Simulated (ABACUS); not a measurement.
**TiO2 in ABACUS: the effect of basis**

Crystal: TiO2.

```
Ti O
1.0
     4.50594    0.00000    0.00000
     0.00000    4.50594    0.00000
     0.00000    0.00000    2.89880
Ti O
2 4
Direct
  0.00000 0.00000 0.50000
  0.50000 0.50000 0.00000
  0.30432 0.30432 0.50000
  0.19568 0.80432 0.00000
  0.80432 0.19568 0.00000
  0.69568 0.69568 0.50000
```

The cell is a database's computed one.

The cell isn't the ideal one: volume scaled by 0.94.

Alike in all runs:

```yaml
Program: ABACUS 3.10.1
Task: equation of state
Functional: PBE
Potentials_or_basis: PseudoDojo NC SR 0.4.1 PBE standard
k_mesh: 4 × 4 × 6
Occupations: fermi-dirac, width 0.05 eV
Spin: no spin polarisation
```

```tsv
basis	cutoff	gap on the mesh (eV)	pressure (GPa)	largest force (eV/Å)
DZP	1361 eV	1.95	22.0	0.28
TZDP	1361 eV	?	?	?
pw	1143 eV	2.04	20.8	0.29
```

Problem. What does the run with basis TZDP give?

Solution. gap on the mesh 2.01 eV; pressure 21.6 GPa; largest force 0.31 eV/Å.

Caveats: the atomic orbitals were generated for these runs and aren't a published set (some runs); the basis of atomic orbitals isn't converged, which shifts pressures, moduli and gaps (some runs); there are fewer bands than atomic start orbitals, so a level may be missed at k points of high symmetry (some runs).

A k mesh can miss the band edges.
